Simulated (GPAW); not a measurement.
# MoS2 (P-3m1) in GPAW: convergence with smearing function

Aim: find how far smearing function must go before the results for MoS2 settle, at PBE. This setting moves, with any that are tied to it; all else stays.

Everything below comes from runs of GPAW 26.7.0. Logs are shortened: lines on timing, memory, paths and dates and some standing lists are left out, and cuts for length are marked. The log counts tension as positive stress, the text compression.

### Step 1. Starting point

The structure is trigonal, space group P-3m1 (No. 164). The conventional cell has a = 3.227 Å, b = 3.227 Å, c = 6.312 Å, α = 90.00°, β = 90.00°, γ = 120.00°. Mo (site symmetry -3m) has 6 S at 2.42 Å as nearest neighbours. Around S (site symmetry 3m) lie 3 Mo at 2.42 Å.

Measurements of this composition are mostly on another form, of space group No. 194.

### Step 2. With smearing function fermi-dirac

Contents of run.py:

```python
from ase.dft.bandgap import bandgap
from ase.io import read, write
from ase.units import GPa
from gpaw import GPAW, PW

atoms = read('MoS2.xyz')

calc = GPAW(mode=PW(600),
            xc='PBE',
            kpts={'size': (7, 7, 3), 'gamma': True},
            occupations={'name': 'fermi-dirac', 'width': 0.1},
            nbands=25,
            convergence={'density': 1e-05, 'energy': 1e-05},
            maxiter=100,
            txt='gpaw.txt')
atoms.calc = calc
energy = atoms.get_potential_energy()
forces = atoms.get_forces()
stress = atoms.get_stress()
calc.write('gs.gpw')
write('result.traj', atoms)
print(f'Energy: {energy:.6f} eV')
print('Forces (eV/A):')
print(forces.round(4))
print('Stress (GPa):', (stress / GPa).round(3))
print('Fermi level:', round(calc.get_fermi_level(), 4), 'eV')
print(f'Gap: {bandgap(calc)[0]:.4f} eV, direct: {bandgap(calc, direct=True)[0]:.4f} eV')
```

Contents of MoS2.xyz:

```xyz
3
Lattice="3.2274645616 0.0000000000 0.0000000000 -1.6137322808 2.7950663001 0.0000000000 0.0000000000 0.0000000000 6.3124734200" Properties=species:S:1:pos:R:3 pbc="T T T"
Mo     0.0000000000      0.0000000000      3.1562367100
S      1.6137322810      0.9316887666      4.7007769989
S     -0.0000000002      1.8633775335      1.6116964211
```

Potentials or basis: GPAW PAW data sets (gpaw-data 1.2.1), pw.

Started as:

```
$ OMP_NUM_THREADS=1 python run.py
```

It took 19 s on 1 thread of Arm Neoverse V1, shared host; peak memory 0.16 GiB.

Results (log left out):

```
Free energy            : -21.3069 eV
Pressure               : 1.3 GPa
Largest force          : 0.269 eV/Å
Band gap on the k mesh : none (metal or under the smearing width)
```

### Step 3. With smearing function gaussian

run.py, as its differences from that of step 2:

```diff
@@ -10,3 +10,3 @@
             kpts={'size': (7, 7, 3), 'gamma': True},
-            occupations={'name': 'fermi-dirac', 'width': 0.1},
+            occupations={'name': 'methfessel-paxton', 'order': 0, 'width': 0.1},
             nbands=25,
```

MoS2.xyz is that of step 2.

Potentials or basis: GPAW PAW data sets (gpaw-data 1.2.1), pw.

Started as:

```
$ OMP_NUM_THREADS=1 python run.py
```

It took 19 s on 1 thread of Arm Neoverse V1, shared host; peak memory 0.16 GiB.

The run converged. Its results:

| Item | Value |
| --- | --- |
| Free energy | -21.2839 eV |
| Pressure | 1.2 GPa |
| Largest force | 0.269 eV/Å |
| Band gap on the k mesh | none (metal or under the smearing width) |

### Step 4. With smearing function marzari-vanderbilt

run.py, as its differences from that of step 3:

```diff
@@ -10,3 +10,3 @@
             kpts={'size': (7, 7, 3), 'gamma': True},
-            occupations={'name': 'methfessel-paxton', 'order': 0, 'width': 0.1},
+            occupations={'name': 'marzari-vanderbilt', 'width': 0.1},
             nbands=25,
```

MoS2.xyz is that of step 3.

Started as:

```
$ OMP_NUM_THREADS=1 python run.py
```

It took 19 s on 1 thread of Arm Neoverse V1, shared host; peak memory 0.16 GiB.

It converged, with:

| Item | Value |
| --- | --- |
| Free energy | -21.2799 eV |
| Pressure | 1.2 GPa |
| Largest force | 0.268 eV/Å |
| Band gap on the k mesh | none (metal or under the smearing width) |

### Step 5. With smearing function methfessel-paxton

run.py, as its differences from that of step 4:

```diff
@@ -10,3 +10,3 @@
             kpts={'size': (7, 7, 3), 'gamma': True},
-            occupations={'name': 'marzari-vanderbilt', 'width': 0.1},
+            occupations={'name': 'methfessel-paxton', 'width': 0.1, 'order': 1},
             nbands=25,
```

MoS2.xyz is that of step 4.

Started as:

```
$ OMP_NUM_THREADS=1 python run.py
```

Wall time 19 s (1 thread of Arm Neoverse V1, shared host); peak memory 0.16 GiB.

The run converged. Its results:

```yaml
Free_energy: -21.2780 eV
Pressure: 1.2 GPa
Largest_force: 0.266 eV/Å
Band_gap_on_the_k_mesh: none (metal or under the smearing width)
```

### Step 6. With smearing function tetrahedron-method

run.py, as its differences from that of step 5:

```diff
@@ -10,3 +10,3 @@
             kpts={'size': (7, 7, 3), 'gamma': True},
-            occupations={'name': 'methfessel-paxton', 'width': 0.1, 'order': 1},
+            occupations={'name': 'tetrahedron-method'},
             nbands=25,
```

MoS2.xyz is that of step 5.

Potentials or basis: GPAW PAW data sets (gpaw-data 1.2.1), pw.

Started as:

```
$ OMP_NUM_THREADS=1 python run.py
```

Run time: 19 s. Hardware: 1 thread of Arm Neoverse V1, shared host; peak memory 0.16 GiB.

Results (log left out):

- Free energy: -21.2430 eV
- Pressure: 1.2 GPa
- Largest force: 0.226 eV/Å
- Band gap on the k mesh: none (metal or under the smearing width)

### Step 7. With smearing function improved-tetrahedron-method

run.py, as its differences from that of step 6:

```diff
@@ -10,3 +10,3 @@
             kpts={'size': (7, 7, 3), 'gamma': True},
-            occupations={'name': 'tetrahedron-method'},
+            occupations={'name': 'improved-tetrahedron-method'},
             nbands=25,
```

MoS2.xyz is that of step 6.

Started as:

```
$ OMP_NUM_THREADS=1 python run.py
```

It took 19 s on 1 thread of Arm Neoverse V1, shared host; peak memory 0.16 GiB.

It converged, with:

```
Free energy            : -21.2831 eV
Pressure               : 1.1 GPa
Largest force          : 0.221 eV/Å
Band gap on the k mesh : none (metal or under the smearing width)
```

### Step 8. With smearing function fixed

run.py, as its differences from that of step 7:

```diff
@@ -10,3 +10,3 @@
             kpts={'size': (7, 7, 3), 'gamma': True},
-            occupations={'name': 'improved-tetrahedron-method'},
+            occupations={'width': 0.0},
             nbands=25,
```

MoS2.xyz is that of step 7.

Potentials or basis: GPAW PAW data sets (gpaw-data 1.2.1), pw.

Started as:

```
$ OMP_NUM_THREADS=1 python run.py
```

gpaw.txt:

```text
__  _  _
 | _ |_)|_||  |
 |__||  | ||/\| - 26.7.0

Input parameters:
  mode=PW(ecut=600.0),
  convergence={'density': 1e-05, 'energy': 1e-05},
  kpts=MonkhorstPack(size=(7, 7, 3), gamma=True),
  maxiter=100,
  nbands=25,
  occupations=Occupations(width=0.0),
  xc=XC(name='PBE')

Diagonalizing LCAO Hamiltonian
Converting LCAO to pw mode

            S

       Mo
         S

Atoms  # Å, Bohr magnetons
|   | symbol |         x |        y |        z |    initial magnetic moments |
|---|--------|-----------|----------|----------|-----------------------------|
| 0 |     Mo |  0.000000 | 0.000000 | 3.156237 | ( 0.0000,  0.0000,  0.0000) |
| 1 |      S |  1.613732 | 0.931689 | 4.700777 | ( 0.0000,  0.0000,  0.0000) |
| 2 |      S | -0.000000 | 1.863378 | 1.611696 | ( 0.0000,  0.0000,  0.0000) |

Unit cell  # Å
| periodic |         x |        y |        z |  lengths |     angles |
|----------|-----------|----------|----------|----------|------------|
|      yes |  3.227465 | 0.000000 | 0.000000 | 3.227465 |  90.000000 |
|      yes | -1.613732 | 2.795066 | 0.000000 | 3.227465 |  90.000000 |
|      yes |  0.000000 | 0.000000 | 6.312473 | 6.312473 | 120.000000 |

Number of symmetries: 12
Symmetry operations  # r_c * U_cc + t_c -> r_c
|    | kind |            matrix            |
|----|------|------------------------------|
|  0 |  σ   |  1, 1, 0,  0,-1, 0,  0, 0, 1 |
|  1 |  S6  |  1, 1, 0, -1, 0, 0,  0, 0,-1 |
|  2 |  E   |  1, 0, 0,  0, 1, 0,  0, 0, 1 |
|  3 |  C2  |  1, 0, 0, -1,-1, 0,  0, 0,-1 |
|  4 |  C2  |  0, 1, 0,  1, 0, 0,  0, 0,-1 |
|  5 |  C3  |  0, 1, 0, -1,-1, 0,  0, 0, 1 |
|  6 |  S6  |  0,-1, 0,  1, 1, 0,  0, 0,-1 |
|  7 |  σ   |  0,-1, 0, -1, 0, 0,  0, 0, 1 |
|  8 |  σ   | -1, 0, 0,  1, 1, 0,  0, 0, 1 |
|  9 |  i   | -1, 0, 0,  0,-1, 0,  0, 0,-1 |
| 10 |  C3  | -1,-1, 0,  1, 0, 0,  0, 0, 1 |
| 11 |  C2  | -1,-1, 0,  0, 1, 0,  0, 0,-1 |

BZ-sampling:
  Number of BZ points: 147
  Number of IBZ points: 20

  Monkhorst-Pack size: [7, 7, 3]
  Monkhorst-Pack shift: [0, 0, 0]

K-points  # in reciprocal-cell coordinates
|     |                                coordinates |     weight |
|-----|--------------------------------------------|------------|
|   0 | (  0.00000000,   0.00000000,   0.00000000) | 0.00680272 |
|   1 | (  0.00000000,   0.00000000,   0.33333333) | 0.01360544 |
|   2 | (  0.14285714,   0.00000000,  -0.33333333) | 0.04081633 |
|   3 | (  0.14285714,   0.00000000,   0.00000000) | 0.04081633 |
|   4 | (  0.14285714,   0.00000000,   0.33333333) | 0.04081633 |
|   5 | (  0.28571429,  -0.14285714,   0.00000000) | 0.04081633 |
|   6 | (  0.28571429,  -0.14285714,   0.33333333) | 0.08163265 |
|   7 | (  0.28571429,   0.00000000,  -0.33333333) | 0.04081633 |
|   8 | (  0.28571429,   0.00000000,   0.00000000) | 0.04081633 |
|   9 | (  0.28571429,   0.00000000,   0.33333333) | 0.04081633 |
| ... |                                            |            |
|  19 | (  0.42857143,   0.42857143,   0.33333333) | 0.08163265 |

Plane wave coefficients: 1920
Cutoff: 600.0 eV

Spin-components: 1 (collinear spins)
Bands:           25
Projectors:      16
Spin-degeneracy: 2
Datatype:        complex128

Parallelization:
  kpt:    1
  domain: 1
  band:   1

Density:
  Valence electrons: 26.0
  Components: 1
  Grid points: [20 20 36]
  Charge: 0.0  # |e|

Potential:
  Grid points: [20 20 36]

species:
  Mo:
    name:    Molybdenum
    Z:       42.0
    valence: 14
    core:    28
    charge:  0.0  # [|e|]
    compensation charges:
      type: gauss
      rc: 0.38  # [Å]
      lmax: 2
    cutoffs:
      filter: 2.16  # [Å]
      core: 1.42  # [Å]
    projectors
    | kind |    occ | energy [eV] | rcut [Å] |
    |------|--------|-------------|----------|
    |   4s |  2.000 |     -64.307 |    1.238 |
    |   5s |  1.000 |      -4.084 |    1.238 |
    |   4p |  6.000 |     -38.491 |    1.296 |
    |   5p |  0.000 |      -1.044 |    1.296 |
    |   4d |  5.000 |      -3.754 |    1.296 |
    |    d |        |      23.458 |    1.296 |

    Using partial waves for Mo as LCAO basis

  S:
    name:    Sulfur
    Z:       16.0
    valence: 6
    core:    10
    charge:  0.0  # [|e|]
    compensation charges:
      type: gauss
      rc: 0.24  # [Å]
      lmax: 2
    cutoffs:
      filter: 1.77  # [Å]
      core: 1.66  # [Å]
    projectors
    | kind |    occ | energy [eV] | rcut [Å] |
    |------|--------|-------------|----------|
    |   3s |  2.000 |     -17.254 |    0.974 |
    |   3p |  4.000 |      -7.008 |    0.979 |
    |    s |        |       9.957 |    0.974 |
    |    p |        |      20.203 |    0.979 |
    |    d |        |       0.000 |    0.900 |

    Using partial waves for S as LCAO basis

Reference energy: -131849.312427  # eV

eigensolver:
  PPCG
  Converge bands: occupied
  niter=2

density mixing:
  MSR1-Mixer
  Pratt-step length: 0.05
  Maximum mixing coefficient: 0.75
  Old densities: 10
  SVD Regularization: 0.005
  Good broyden scale: 1.0
  Trust region scale: 1.0
  Backstep threshold: 4.0
  History deletion threshold: 6.0
  Fourier metric: weight=20.0, sigma=0.015

occupation numbers:
  # Zero width

poisson solver:
  ecut: 4800.0  # eV

xc functional:
  name: PBE with 2 nearest neighbor stencil

convergence criteria:
- Maximum integral of absolute [dens]ity change: 1e-05 electrons / valence electron
- Maximum [total energy] change in last 3 cyles: 1e-05 eV / valence electron
- Maximum integral of absolute [eigenst]ate change: 4e-08 eV^2 / valence electron
maximum number of iterations: 100

SCF iterations
|iter     | |      energy | eigst |  dens |
|---------|-|-------------|-------|-------|
|iter:   1| |  -23.152401 | +0.37 |       |
|iter:   2| |  -22.466311 | -1.48 | -0.95 |
|iter:   3| |  -21.305126 | -1.20 | -1.03 |
|iter:   4| |  -21.285109 | -2.39 | -1.51 |
|iter:   5| |  -21.280479 | -2.79 | -1.73 |
|iter:   6| |  -21.276648 | -3.71 | -2.06 |
|iter:   7| |  -21.276609 | -4.56 | -2.79 |
|iter:   8| |  -21.276596c| -5.84 | -3.38 |
|iter:   9| |  -21.276596c| -7.16 | -4.11 |
|iter:  10| |  -21.276596c| -7.50c| -4.71 |
|iter:  11| |  -21.276596c| -8.25c| -5.61c|

Converged in 11 steps
Energy contributions relative to reference atoms: (reference = -131849.312427)

Energy contributions:
  Kinetic:          -1.303593
  Coulomb:          -4.909730
  Zero:             -0.094483
  External:          0.000000
  Xc:              -14.968790
  Entropy:           0.000000
  Spinorbit:         0.000000
  ----------------------------
  Free energy:     -21.276596
  Extrapolated:    -21.276596

dipole moment: (-6.038002, -10.458126, 0.000002)  # |e|*Ang

Fermi level: 7.661
Eigenvalues  # (at kpt = [0.000, 0.000, 0.000])
| band index |      eig [eV] | occ [0-2] |
|------------|---------------|-----------|
|          0 |       -54.309 |     2.000 |
|        ... |               |           |
|          7 |         3.550 |     2.000 |
|          8 |         3.550 |     2.000 |
|          9 |         5.725 |     2.000 |
|         10 |         6.499 |     2.000 |
|         11 |         6.589 |     2.000 |
|         12 |         6.589 |     2.000 |
[... 8 lines left out ...]
|         21 |        17.718 |     0.000 |
|         22 |        20.368 |     0.000 |
|        ... |               |           |
|         24 |        20.437 |     0.000 |

No gap
No difference between direct/indirect transitions

Forces  # eV/Ang
|        x |       y |        z |
|----------|---------|----------|
|  0.00000 | 0.00000 |  0.00000 |  # Mo   0
| -0.00000 | 0.00000 |  0.26688 |  # S    1
|  0.00000 | 0.00000 | -0.26688 |  # S    2

Stress tensor  # eV/Ang^3
|         x |         y |         z |
|-----------|-----------|-----------|
| -0.002481 |  0.000000 |  0.000000 |
|  0.000000 | -0.002481 |  0.000000 |
|  0.000000 |  0.000000 | -0.017839 |

# Writing to gs.gpw (mode='')
```

stdout:

```text
Energy: -21.276596 eV
Forces (eV/A):
[[ 0.      0.      0.    ]
 [-0.      0.      0.2669]
 [ 0.      0.     -0.2669]]
Stress (GPa): [-0.397 -0.397 -2.858  0.     0.     0.   ]
Fermi level: 7.6606 eV
Gap: 0.0000 eV, direct: 0.0000 eV
```

Run time: 18 s. Hardware: 1 thread of Arm Neoverse V1, shared host; peak memory 0.16 GiB.

What came out:

```yaml
Free_energy: -21.2766 eV
Pressure: 1.2 GPa
Largest_force: 0.267 eV/Å
Band_gap_on_the_k_mesh: none (metal or under the smearing width)
```

### Step 9. The series at a glance

| smearing function | energy less the tightest run, at zero smearing (meV/atom) | pressure (GPa) | largest force (eV/Å) | SCF cycles | CPU time (s) | peak memory (GiB) |
| --- | --- | --- | --- | --- | --- | --- |
| fermi-dirac | -2.32 | 1.30 | 0.269 | 11 | 19 | 0.16 |
| gaussian | -0.57 | 1.24 | 0.269 | 11 | 19 | 0.16 |
| marzari-vanderbilt | -1.11 | 1.24 | 0.268 | 11 | 19 | 0.16 |
| methfessel-paxton | -0.32 | 1.22 | 0.266 | 11 | 19 | 0.16 |
| tetrahedron-method | 11.20 | 1.23 | 0.226 | 11 | 19 | 0.16 |
| improved-tetrahedron-method | -2.17 | 1.13 | 0.221 | 11 | 19 | 0.16 |
| fixed | 0.00 | 1.22 | 0.267 | 11 | 18 | 0.16 |

Against the tightest run, the pressure stays within 0.1 GPa from fermi-dirac on. Not settled before the last step: the energy (to 1 meV/atom), the largest force (to 0.005 eV/Å). Narrower smearing needs a denser k mesh, so at a fixed mesh the narrowest width isn't the most accurate. The tightest run that finished is the yardstick and may itself not be fully converged.

Caveats: this functional lacks dispersion, which binds the layers, so the pressure and a relaxed spacing across them are unreliable.
